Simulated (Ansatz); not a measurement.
Reactions of Cl$_{2}$HISi (`Cl[SiH](Cl)I`).

Program: Ansatz. Geometries: PBE0-D4/def2-TZVP. ΔE: electronic, gas phase. CBS: MP2 limit from def2 TZ/QZ plus the TZ coupled-cluster correction, frozen cores. This one scheme is used for every species. No spin–orbit coupling; open shells (•) take unrestricted orbitals. def2 core potentials past Kr. For I outer-core shells are correlated without core-valence functions, which leaves a few kJ/mol of doubt a bond. One conformer a species, not always the lowest.

**Question.** Order these by ΔE at CCSD(T)/CBS, lowest first. (Estimate.)
A. `Cl[SiH](Cl)I` + `[OH]`• → `Cl[Si](Cl)I`• + H₂O
B. `Cl[SiH](Cl)I` + `N[SiH3]` → `[SiH3]N[SiH](Cl)Cl` + HI
C. `Cl[SiH](Cl)I` + `S[SiH2]Cl` → `Cl[SiH2]S[SiH](Cl)Cl` + HI
D. `Cl[SiH](Cl)I` + ethylene → `C=C[SiH](Cl)Cl` + HI
E. `Cl[SiH](Cl)I` + `F[C](F)F`• → `Cl[Si](Cl)I`• + trifluoromethane

**Answer.** A (-31.8 kcal/mol), E (-19.7 kcal/mol), B (+0.6 kcal/mol), C (+4.2 kcal/mol), D (+17.0 kcal/mol).

Largest T1 diagnostic: 0.014, for `F[C](F)F`•.
